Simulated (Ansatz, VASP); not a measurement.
**BN in VASP and in Ansatz**

```
CELL_PARAMETERS angstrom
0.00000 1.80750 1.77135
1.80750 0.00000 1.77135
1.80750 1.80750 0.00000
ATOMIC_POSITIONS crystal
B 0.00000 0.00000 0.00000
N 0.25000 0.25000 0.25000
```

Change from the starting cell: z stretched by -2 %, ions relaxed.

Alike in both runs: functional PBE; k mesh 14 × 14 × 14; occupations fermi-dirac, width 0.02 eV; no spin polarisation.

Ansatz relaxed the structure, and its values are those at the end. VASP's run is a single point on that final structure, the one shown.

```csv
,VASP,Ansatz
version,VASP 6.6.1,Ansatz 0.2.0
potentials or method,"VASP PAW PBE potentials, release 64 (B, N)","plane-wave PAW, scalar-relativistic"
plane-wave cutoff (eV),520,420
valence electrons in the cell,8,8
```

|  | VASP | Ansatz | Ansatz less VASP |
| --- | --- | --- | --- |
| gap on the k mesh at the Fermi level (eV) | 4.12 | 4.13 | +0.011 |
| pressure (GPa) | 11.4 | 11.0 | -0.33 |

The functional is the same, so the differences come from potentials, cutoffs and numerics. Ansatz warned: «stress_scf_threshold_loose».

A k mesh can miss the band edges.
